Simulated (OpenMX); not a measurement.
LiH:

```
CELL_PARAMETERS angstrom
0.00000 2.03675 2.03675
2.03675 0.00000 2.03675
2.03675 2.03675 0.00000
ATOMIC_POSITIONS crystal
Li 0.01223 0.99611 0.00039
H 0.49669 0.49811 0.50465
```

The cell isn't the ideal one: atoms moved at random, drawn with an rms of 0.05 Å.

Base run:

- Program: OpenMX 3.8.5
- Functional: PBE
- Potentials or basis: OpenMX 2013 PBE set, Li8.0-s3p2, H6.0-s2p1, grid cutoff 260 Ry
- k mesh: 15 × 15 × 15
- Occupations: fermi-dirac, width 0.05 eV
- Spin: no spin polarisation

Its results: band gap on the k mesh 3.04 eV, direct; pressure -1.6 GPa; largest force 0.073 eV/Å.

**Question.** The run is repeated on the same cell with these changes: k mesh from 15 × 15 × 15 to 11 × 11 × 11. What comes out?

**Answer.** Band gap on the k mesh 3.13 eV, direct; pressure -1.6 GPa; largest force 0.073 eV/Å.

Caveats: an odd mesh through Γ misses points on the zone boundary, where band edges often lie; the basis of atomic orbitals isn't converged, which shifts pressures, moduli and gaps.
